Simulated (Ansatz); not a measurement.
**How an unstable NbSi2 structure lowers its energy**

These are results of DFT PBE, scalar-relativistic, plane waves, PAW (Ansatz 0.2.0), not measurements. Settings: cutoff 420 eV, Γ-centred meshes no coarser than 0.19 Å⁻¹ for metals and 0.3 Å⁻¹ for insulators (2π included), Gaussian smearing.

The start was the cubic Laves (C15) type (Fd-3m, No. 227), relaxed within its symmetry. A cell of 6 atoms (1 times the primitive one) was then disturbed at random, relaxed without symmetry and relaxed once more on a fine mesh. The k mesh leaves about 4 meV/atom of noise in metals.

Before:

```cif
data_structure
_symmetry_space_group_name_H-M 'Fd-3m:1'
_symmetry_Int_Tables_number 227
_cell_length_a 6.9544
_cell_length_b 6.9544
_cell_length_c 6.9544
_cell_angle_alpha 90.000
_cell_angle_beta 90.000
_cell_angle_gamma 90.000
_cell_volume 336.34
loop_
_atom_site_label
_atom_site_type_symbol
_atom_site_symmetry_multiplicity
_atom_site_Wyckoff_symbol
_atom_site_fract_x
_atom_site_fract_y
_atom_site_fract_z
_atom_site_occupancy
Nb1 Nb 8 b 0.00000 0.00000 0.50000 1
Si1 Si 16 c 0.12500 0.12500 0.12500 1
```

After:

```
Nb Si
1.0
     4.44980   -2.17351    0.00000
     4.44980    2.17351    0.00000
    -1.41523    0.00000    4.74957
Nb Si
2 4
Direct
  0.40351 0.40351 0.42166
  0.16726 0.16726 0.81995
  0.49898 0.49898 0.96407
  0.78368 0.78368 0.11846
  0.82067 0.82067 0.64598
  0.07600 0.07600 0.27988
```

Task: Is this a distortion of the same structure or a reconstruction, and what lowers the energy?

Result: A reconstruction, from Fd-3m (No. 227) to Cm (No. 8). Each Nb has on average 9.5 Si contacts in place of 12, shorter on average (2.88 → 2.74 Å); each Si has on average 4 Si contacts in place of 6, longer on average (2.46 → 2.62 Å).

Task: What does it gain?

Result: 272 meV/atom, with the volume going from 14.01 to 15.31 Å³/atom. Against the elements the energy goes from 0.02 to -0.25 eV/atom.

Cost: 4 runs of about 20 core-minutes in all, on Arm Neoverse V2 (shared hosts).